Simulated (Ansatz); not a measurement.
SiO2 — quadrupolar parameters

The cell is a structure deposited in the COD, ions relaxed with PBE at fixed cell.

```cif
data_SiO2
_symmetry_space_group_name_H-M 'P2_13'
_symmetry_Int_Tables_number 198
_cell_length_a 7.1600
_cell_length_b 7.1600
_cell_length_c 7.1600
_cell_angle_alpha 90.000
_cell_angle_beta 90.000
_cell_angle_gamma 90.000
loop_
_atom_site_label
_atom_site_type_symbol
_atom_site_symmetry_multiplicity
_atom_site_Wyckoff_symbol
_atom_site_fract_x
_atom_site_fract_y
_atom_site_fract_z
Si1 Si 4 a 0.2807 0.2807 0.2807
Si5 Si 4 a 0.0206 0.0206 0.0206
O9 O 4 a 0.1505 0.1505 0.1505
O13 O 12 b 0.6398 0.6616 0.0434
```

One atom of each set is listed.

Level of theory: DFT, PBE, plane waves and PAW, scalar-relativistic, 420 eV cutoff, Γ-centred 4×4×4 k-points, Fermi–Dirac smearing 0.02 eV (Ansatz 0.2.0).

V_zz is the principal component of the electric field gradient with the largest magnitude, η = (V_xx − V_yy)/V_zz and C_Q = eQV_zz/h.

¹⁷O: I = 5/2, Q = -25.58 mb. Nuclear quadrupole moments: year-2017 set (Pyykkö).

Question: What field gradients does the calculation give at each kind of site?

Answer: 

```csv
site,atoms,first shell,V_zz (10²¹ V/m²),η,C_Q (MHz)
Si1,4,4 O at 1.61–1.62 Å,0.40,0.00,–
Si5,4,4 O at 1.61–1.62 Å,-0.15,0.00,–
O9,4,"2 Si at 1.61 Å, angle 180°",10.60,0.00,-6.56
O13,12,"2 Si at 1.62 Å, angle 146°",9.68,0.18,-5.99
```

An axis of threefold or higher order runs through Si1, Si5 and O9, so V_zz lies along it and η is zero. At O13 V_zz runs parallel to the line that joins its two neighbours (within 1°).

Si has no stable isotope with a ground-state quadrupole moment in the table, so no C_Q is given.

The database positions were far from equilibrium, so the relaxed structure may not be the compound's real one.
